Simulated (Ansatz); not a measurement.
**TaN: checking dH/dP = V**

All numbers below come from Ansatz, DFT r2SCAN, scalar-relativistic, plane waves, PAW. (500 eV cutoff, 12×12×12 k-mesh, Gaussian smearing of 0.10 eV, no spin polarisation)

The relaxed crystal:

```
CELL_PARAMETERS angstrom
5.19963 0.00000 0.00000
-2.59981 4.50301 0.00000
0.00000 0.00000 2.91036
ATOMIC_POSITIONS crystal
Ta 0.33333 0.66667 0.50000
Ta 0.66667 0.33333 0.50000
Ta 0.00000 0.00000 0.00000
N 0.39241 0.00000 0.00000
N 0.60759 0.60759 0.00000
N 0.00000 0.39241 0.00000
```

Cell and atoms were relaxed at each target pressure within the start's symmetry (P-62m), at zero temperature; other phases can be more stable under pressure. H = E + PV with P the target; E is the free energy at the smearing used, whose derivative the pressure is, per atom and counted from zero pressure.

Spin–orbit coupling is left out, which can shift energies with elements as heavy as these.

```csv
P (GPa),V (Å³/atom),E − E0 (meV),H − H0 (meV)
0,11.357,0.0,0.0
3,11.255,0.9,211.7
8,11.095,6.4,560.4
15,10.890,21.0,1040.6
30,10.502,74.9,2041.4
60,9.895,242.9,3948.5
```

Q: Thermodynamics gives dH/dP = V along a relaxed path. Integrate V over P by the trapezoid rule and compare with the computed enthalpies.

A: With 1 eV/Å³ = 160.22 GPa, each step adds the mean volume times ΔP / 160.22:
```tsv
P (GPa)	∫V dP (meV)	H − H0 (meV)	difference (meV)
3	211.7	211.7	0.0
8	560.4	560.4	0.0
15	1040.7	1040.6	0.1
30	2042.1	2041.4	0.6
60	3951.7	3948.5	3.2
```

V(P) curves upward, so the trapezoid rule runs high; integrating a smooth curve through the same points puts that excess at about 3.7 meV at 60 GPa, against the 3.2 meV found.

Q: At 60 GPa, how much of the enthalpy change is stored energy and how much is the PV term?

A: E rises by 243 meV/atom and PV is 60 × 9.895 / 160.22 = 3706 meV/atom, so PV makes 94 % of ΔH. So between rival structures at high pressure a small difference in volume can outweigh the difference in energy: 1 % of this volume is worth 37.1 meV/atom at this pressure.

Q: What bulk modulus do the lowest pressures give, and how is the compression shared among the axes?

A: From the pressures that the runs reached, -3.00 GPa (11.464 Å³) and 3.00 GPa (11.255 Å³), B = −ΔP/Δln V = 6.00 / 0.0184 = 325 GPa, a mean over that range. The linear compressibilities −Δln(length)/ΔP are 1.08 along a, 1.08 along b, 0.91 along c (in TPa⁻¹). With fixed angles they add up to 1/B: 3.07 against 3.07. Softest: a and b, at 35 % of the volume change per axis.